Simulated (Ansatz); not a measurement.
# Lu (Im-3m) in Ansatz: relaxation of cell and atoms with r2SCAN

Aim: the relaxation of cell and atoms of Lu with r2SCAN.

Everything below comes from runs of Ansatz 0.2.0. Logs are shortened: lines on timing, memory, paths and dates and some standing lists are left out, and cuts for length are marked.

### 1 Starting point

It takes space group Im-3m (No. 229, cubic). Conventional cell: a = 3.908 Å, b = 3.908 Å, c = 3.908 Å, α = 90.00°, β = 90.00°, γ = 90.00°. Lu (site symmetry m-3m) is surrounded by 8 Lu at 3.38 Å.

This isn't the form of Lu at room conditions, which is hcp.

### 2 Relaxation of cell and atoms, r2SCAN

input.yaml reads:

```yaml
crystal:
  lattice:
    - [-1.9541071088, 1.9541071088, 1.9541071088]
    - [1.9541071088, -1.9541071088, 1.9541071088]
    - [1.9541071088, 1.9541071088, -1.9541071088]
  atoms:
    - { symbol: Lu, position: [0.0, 0.0, 0.0] }
hamiltonian:
  xc: r2scan
  pseudopotentials: { kind: paw }
kpoints:
  mp_grid: { grid: [10, 10, 10] }
scf:
  occupations: { method: fermi_dirac, width: 0.05 }
output:
  forces: true
  stress: true
  eigenvalues: true
  write_density: true
  write_potential: true
  elf: true
  volumetric_format: npy
relax:
  f_tol: 0.01
  max_steps: 40
  cell: { stress_tol: 0.05 }
```

Potentials or basis: Ansatz PAW.

The run is started by

```
$ ansatz run input.yaml --threads 2 --pin off --max-ram 5632MiB --backend cpu --events-out ev --progress --plain --runs-dir out
```

The program printed:

```text
Warning: RAYON_NUM_THREADS=2 ignored (pool sized by the plan → 2); use --threads N
Engine: ansatz 0.2.0, aarch64-unknown-linux-gnu
Pseudopotentials: kind: paw
Pseudopotential: Lu, paw, valence charge 25, recommended cutoff 500 eV (meta_gga), Lu.paw.azcp
Functional definition: r2SCAN
  parameter k0 = 0.174
  parameter k1 = 0.065
  parameter a1 = 4.9479
  exchange = r2scan_x(k0 = k0, k1 = k1, a1 = a1)
  correlation = r2scan_c
Crystal: 1 atoms, lattice volume = 29.847 Å³
Basis set: ecut = 500 eV, 767 PW (Γ), exchange–correlation on 100×100×100 points (64 copies of the dense FFT grid, shifted against one another)
Bands: 17, of which v1, the nominal top of the filled ones, is band 13 counted from 1 (12 counted from 0)
Symmetry: 48 space group operations
Space group: Im-3m (ITA 229), of the structure as read, at distance tolerance 3.1e-5 Å
k-points: 47 of 1000
Non-local potential: Lu, projectors of the file, l = 0: 3, l = 1: 2, l = 2: 2, l = 3: 3
PAW form: soft (Blöchl's): semilocal exchange-correlation on the pseudo side does not see the compensation charge
PAW frozen core: Lu, regenerated for the run's functional (the file was generated under x = pbe(κ = 0.804, μ = 0.2195149727645171), c = pbe(β = 0.06672455060314922))
PAW one-centre angular grid: Lu, 974 points (default); XC on 160 Gauss nodes
Initial density: superposition of atomic densities (neutral atoms: chi_scale 0, normalization atom), corrected by the library's trained network
Initial wavefunctions: pseudopotential atomic-orbital guess
Functional: x = r2scan, c = r2scan; τ floored in thin density (d = 2e-4 eV/Å³)
SCF iter   1: F=—  HF=-14743.597857 eV  |F-HF|=—  |Δ(HF+E_count)|=         —  Δρ=1.02e-2  dr2=1.78e-2  dr2_τ=1.08e-2  ethr=1.77e-3  ⟨swp⟩=5.2  Hψ=4364  notcnv=0
preconditioner: auto → Kerker (q_TF=auto, 2.649 Å⁻¹)  [metal: Δε(μ)=0.092 eV  Ē_g=14.752 eV  σ=0.050 eV  W_gap=0.43  n_scr=12 (ndim 8)  ℏωp=32.6 eV  f_vac=0.000  D(μ)=1.95/eV (n_scr^D=18)]
SCF iter   2: F=—  HF=-14743.595080 eV  |F-HF|=—  |Δ(HF+E_count)|=   2.78e-3  Δρ=6.40e-3  dr2=6.23e-3  dr2_τ=2.37e-3  ethr=7.11e-5  ⟨swp⟩=3.2  Hψ=2741  notcnv=0  defer=7
SCF iter   3: F=—  HF=-14743.590532 eV  |F-HF|=—  |Δ(HF+E_count)|=   4.55e-3  Δρ=4.05e-3  dr2=2.56e-3  dr2_τ=2.06e-4  ethr=2.49e-5  ⟨swp⟩=2.1  Hψ=1884  notcnv=0  defer=7
SCF iter   4: F=—  HF=-14743.591993 eV  |F-HF|=—  |Δ(HF+E_count)|=   1.46e-3  Δρ=1.07e-3  dr2=2.50e-4  dr2_τ=1.50e-5  ethr=1.02e-5  ⟨swp⟩=2.0  Hψ=1629  notcnv=0  defer=7
SCF iter   5: F=—  HF=-14743.591904 eV  |F-HF|=—  |Δ(HF+E_count)|=   8.95e-5  Δρ=3.47e-4  dr2=3.82e-5  dr2_τ=5.49e-7  ethr=1.00e-6  ⟨swp⟩=2.0  Hψ=1385  notcnv=0  defer=7
SCF iter   6: F=—  HF=-14743.591906 eV  |F-HF|=—  |Δ(HF+E_count)|=   2.52e-6  Δρ=1.16e-4  dr2=1.38e-6  dr2_τ=1.43e-7  ethr=1.53e-7  ⟨swp⟩=2.0  Hψ=1376  notcnv=0  defer=7
SCF iter   7: F=-14743.591902 eV  HF=-14743.591902 eV  |F-HF|=3.44e-9  |Δ(HF+E_count)|=   4.36e-6  Δρ=1.25e-5  dr2=9.81e-9  dr2_τ=6.29e-9  ethr=4.00e-10  ⟨swp⟩=10.8  Hψ=7940  notcnv=0
SCF 1 converged in 7 iterations: F = -14743.591902 eV  dr2 = 9.81e-9
relax step   1: F+E_penalty+E_count = -14743.59190191 eV  Δ(F+E_penalty+E_count) = +0.000e0 eV  max|allowed force component| = 0.000e0 eV/Å  Δτ_max = 0.0000 Å  P = -0.536 GPa  Ω = 29.847 Å³  (7 SCF iters, dr2 threshold 1.00e-7 eV, accepted)
Crystal: 1 atoms, lattice volume = 29.492 Å³
Initial density: handed on by an earlier stage of this run
Initial wavefunctions: those handed on with the density
iter 1 solved again at ethr=5.79e-7 eV; its pass at ethr=3.10e-3 eV (dr2=1.45e-4 eV) is discarded
SCF iter   1: F=—  HF=-14743.589527 eV  |F-HF|=—  |Δ(HF+E_count)|=         —  Δρ=5.15e-4  dr2=4.02e-5  dr2_τ=1.94e-3  ethr=5.79e-7  ⟨swp⟩=3.1  Hψ=5260  notcnv=0
preconditioner: auto → Kerker (q_TF=auto, 2.654 Å⁻¹)  [metal: Δε(μ)=0.099 eV  Ē_g=14.454 eV  σ=0.050 eV  W_gap=0.46  n_scr=12 (ndim 8)  ℏωp=32.8 eV  f_vac=0.000  D(μ)=1.81/eV (n_scr^D=18)]
SCF iter   2: F=—  HF=-14743.592585 eV  |F-HF|=—  |Δ(HF+E_count)|=   3.06e-3  Δρ=2.12e-4  dr2=7.79e-6  dr2_τ=4.89e-6  ethr=1.61e-7  ⟨swp⟩=3.0  Hψ=1580  notcnv=0
SCF iter   3: F=—  HF=-14743.592586 eV  |F-HF|=—  |Δ(HF+E_count)|=   1.28e-6  Δρ=1.42e-4  dr2=3.29e-6  dr2_τ=1.97e-7  ethr=3.11e-8  ⟨swp⟩=2.0  Hψ=1170  notcnv=0
SCF iter   4: F=—  HF=-14743.592588 eV  |F-HF|=—  |Δ(HF+E_count)|=   1.74e-6  Δρ=5.58e-5  dr2=8.57e-7  dr2_τ=4.83e-8  ethr=1.31e-8  ⟨swp⟩=2.0  Hψ=1393  notcnv=0
SCF iter   5: F=-14743.592588 eV  HF=-14743.592588 eV  |F-HF|=7.12e-8  |Δ(HF+E_count)|=   5.98e-8  Δρ=2.24e-5  dr2=7.06e-8  dr2_τ=8.60e-9  ethr=4.00e-10  ⟨swp⟩=9.0  Hψ=7091  notcnv=0
SCF 2 converged in 5 iterations: F = -14743.592588 eV  dr2 = 7.06e-8
relax step   2: F+E_penalty+E_count = -14743.59258812 eV  Δ(F+E_penalty+E_count) = -6.862e-4 eV  max|allowed force component| = 0.000e0 eV/Å  Δτ_max = 0.0000 Å  P = -0.008 GPa  Ω = 29.492 Å³  energy of the carried Pulay correction = +7.607e-5 eV  (5 SCF iters, dr2 threshold 1.00e-7 eV, accepted)
Initial wavefunctions: pseudopotential atomic-orbital guess (no wavefunctions were taken with the density)
iter 1 solved again at ethr=8.07e-9 eV; its pass at ethr=3.10e-3 eV (dr2=2.02e-6 eV) is discarded
SCF iter   1: F=—  HF=-14743.592515 eV  |F-HF|=—  |Δ(HF+E_count)|=         —  Δρ=3.95e-5  dr2=1.08e-7  dr2_τ=1.44e-7  ethr=8.07e-9  ⟨swp⟩=4.5  Hψ=7503  notcnv=0
preconditioner: auto → Kerker (q_TF=auto, 2.654 Å⁻¹)  [metal: Δε(μ)=0.099 eV  Ē_g=14.463 eV  σ=0.050 eV  W_gap=0.46  n_scr=12 (ndim 8)  ℏωp=32.8 eV  f_vac=0.000  D(μ)=1.80/eV (n_scr^D=18)]
SCF iter   2: F=—  HF=-14743.592516 eV  |F-HF|=—  |Δ(HF+E_count)|=   6.39e-7  Δρ=2.15e-5  dr2=4.24e-8  dr2_τ=6.46e-9  ethr=4.33e-10  ⟨swp⟩=2.2  Hψ=1401  notcnv=0
SCF iter   3: F=—  HF=-14743.592516 eV  |F-HF|=—  |Δ(HF+E_count)|=   5.99e-8  Δρ=4.97e-6  dr2=5.57e-9  dr2_τ=6.15e-10  ethr=1.69e-10  ⟨swp⟩=2.0  Hψ=1222  notcnv=0
SCF iter   4: F=—  HF=-14743.592516 eV  |F-HF|=—  |Δ(HF+E_count)|=   6.66e-9  Δρ=3.97e-6  dr2=2.55e-9  dr2_τ=1.43e-10  ethr=2.23e-11  ⟨swp⟩=2.4  Hψ=1553  notcnv=0
SCF iter   5: F=—  HF=-14743.592516 eV  |F-HF|=—  |Δ(HF+E_count)|=   2.10e-9  Δρ=1.26e-6  dr2=2.44e-10  dr2_τ=3.39e-11  ethr=1.02e-11  ⟨swp⟩=3.0  Hψ=1421  notcnv=0
SCF iter   6: F=—  HF=-14743.592516 eV  |F-HF|=—  |Δ(HF+E_count)|=  6.91e-11  Δρ=4.93e-7  dr2=3.85e-11  dr2_τ=3.01e-12  ethr=1.00e-12  ⟨swp⟩=2.2  Hψ=1452  notcnv=0
SCF iter   7: F=-14743.592516 eV  HF=-14743.592516 eV  |F-HF|=1.82e-11  |Δ(HF+E_count)|=  3.64e-12  Δρ=1.26e-7  dr2=2.56e-12  dr2_τ=8.58e-14  ethr=1.00e-12  ⟨swp⟩=6.8  Hψ=4221  notcnv=0
SCF 3 converged in 7 iterations: F = -14743.592516 eV  dr2 = 2.56e-12
relax step   3: F+E_penalty+E_count = -14743.59251601 eV  Δ(F+E_penalty+E_count) = +7.211e-5 eV  max|allowed force component| = 0.000e0 eV/Å  Δτ_max = 0.0000 Å  P = -0.012 GPa  Ω = 29.492 Å³  stress off target by 1.17e-2 GPa  SCF on the basis re-selected at this cell (its energy is not comparable with the rows above)  (7 SCF iters)
basis re-selected at this cell: Δ(F+E_penalty+E_count) = +7.211e-5 eV, ΔP = -0.004 GPa vs the last step (what re-selecting the basis moved, of the pressure what is left beyond the Pulay correction that the steps carried, after the strain that the cell walked since its last selection, with what the two solves' SCF thresholds leave and, on support functions, any second-order correction that the steps lacked; it is no measure of the basis error at this ecutwfc). This SCF's stress stands 1.17e-2 GPa from its target on what of the cell is left free (relax.cell.stress_tol is 5.00e-2 GPa) and its largest allowed force component is 0.00e0 eV/Å (relax.f_tol is 1.00e-2 eV/Å): within both
SCF converged after 7 iterations
Free energy (F): -14743.592516 eV
Harris-Foulkes:  -14743.592516 eV  (|F-HF|=1.82e-11)
Internal energy: -14743.577017 eV  (E = F + TS)
E sigma→0 (E₀):  -14743.584766 eV
Entropy (-TS):   -0.015500 eV (-15.500 meV/atom)
Fermi energy:    13.602487 eV
--- Per-component energies (eV) ---
  E_band       = -22.837298
  E_kinetic    = 417.805700
  E_local      = -6757.835543  (includes V_loc(G=0)·N_el)
  E_nonlocal   = 570.265048
  E_hartree    = 2829.701409
  E_xc         = -213.547769
  E_vxc        = -290.721981  (∫ρ·V_xc dr)
  E_paw        = -7383.718746  (= ΣΔE_a)
  E_vpaw       = 362.406195  (= ΣTr[D̂ρ^β])
  E_aug_tail   = 0.000013  (compensation charges beyond the density's cutoff)
  E_vtau       = 15.840580  (kinetic-family band-sum trace: ∫τ·v_τ [+ j·A + Jᵃ·Aᵃ] dr)
  E_ewald      = -4206.924653
  E_core_change = 0.677523  (= ΣΔE_core)
  E_smearing   = -0.015500  (= −TS)
  E_closure    = 0.000000  (closes the sum)
  Σ components = -14743.592516   (vs F -14743.592516, Δ=0.00e0)
--- Forces (eV/Å), atoms counted from 1 ---
  atom   1  Lu    -0.00000000    -0.00000000     0.00000000
  max |Σ_I F_I| component: 8.22e-31 eV/Å
--- Stress (GPa, compression-positive) ---
       -0.011706      -0.000000      -0.000000
        0.000000      -0.011706       0.000000
       -0.000000       0.000000      -0.011706
  P = ⅓ Tr σ = -0.0117 GPa (-0.117 kbar)
--- Band table (eV; the first three rows and the last of 47) ---
  k-point 0: bands = ["-44.4777", "-14.2694", "-14.2694", "-14.2694", "7.2108", "8.3494", "8.3494", "8.3494", "8.4426", "8.4426", "8.4426", "8.4614", "16.0581", "16.0581", "16.0581", "18.2075", "18.2075"]
  k-point 1: bands = ["-44.4746", "-14.3174", "-14.2844", "-14.2695", "7.5087", "8.3520", "8.3543", "8.3554", "8.4372", "8.4400", "8.4402", "8.4547", "15.8250", "15.9082", "16.3529", "17.8941", "18.2059"]
  k-point 2: bands = ["-44.4666", "-14.4408", "-14.3234", "-14.2701", "8.3434", "8.3572", "8.3682", "8.3717", "8.4228", "8.4252", "8.4354", "8.4496", "15.2488", "15.2901", "17.2101", "17.7357", "18.2604"]
  k-point 46: bands = ["-44.4215", "-14.6035", "-14.6035", "-14.6035", "8.3390", "8.3913", "8.3913", "8.3913", "8.4477", "8.4477", "8.4477", "12.0136", "12.0136", "19.5560", "19.5560", "19.5560", "20.3820"]
--- Relaxed structure (2 steps of the walk, 2 accepted, 1 SCFs on fresh bases) ---
  F+E_penalty+E_count = -14743.59251601 eV   max|allowed force component| = 0.000e0 eV/Å   (the final SCF, on the basis selected at the relaxed cell)
  cell:  # Å, volume = 29.4925 Å³
    - [-1.9463323794818475, 1.9463323794818475, 1.9463323794818475]
    - [1.9463323794818475, -1.9463323794818475, 1.9463323794818475]
    - [1.9463323794818475, 1.9463323794818475, -1.9463323794818475]
  atoms:
    - { symbol: Lu, position: [0.0, 0.0, 0.0] }
```

Wall time 6 s (2 threads of Arm Neoverse V2, shared host); peak memory 0.38 GiB.

Results:

```
Free energy                            : -14743.5925 eV
Relaxed volume                         : 29.49 Å³/atom
Relaxed cell                           : a = 3.371 Å, b = 3.371 Å, c = 3.371 Å, α = 109.47°, β = 109.47°, γ = 109.47°
Space group after relaxing (to 0.05 Å) : Im-3m (No. 229)
Energy gained by relaxing              : 0.6 meV/atom
Ionic steps                            : 3
Pressure after relaxing                : 0.0 GPa
Band gap on the k mesh                 : none (metal or under the smearing width)
```

Step by step:
| step | energy change (eV) | largest force (eV/Å) | volume (Å³) |
| --- | --- | --- | --- |
| 1 | 0.0000 | 0.0000 | 29.85 |
| 2 | -0.0007 | 0.0000 | 29.49 |
| 3 | -0.0006 | 0.0000 | 29.49 |

Final structure:
```
CELL_PARAMETERS angstrom
-1.94633 1.94633 1.94633
1.94633 -1.94633 1.94633
1.94633 1.94633 -1.94633
ATOMIC_POSITIONS crystal
Lu 0.00000 0.00000 0.00000
```

Caveat: the plane-wave basis is chosen anew once the cell has moved, so the energies of steps on either side of that aren't comparable; the PAW data sets come from PBE, with cores solved anew for the run's functional, which leaves a small shift of forces and pressure.
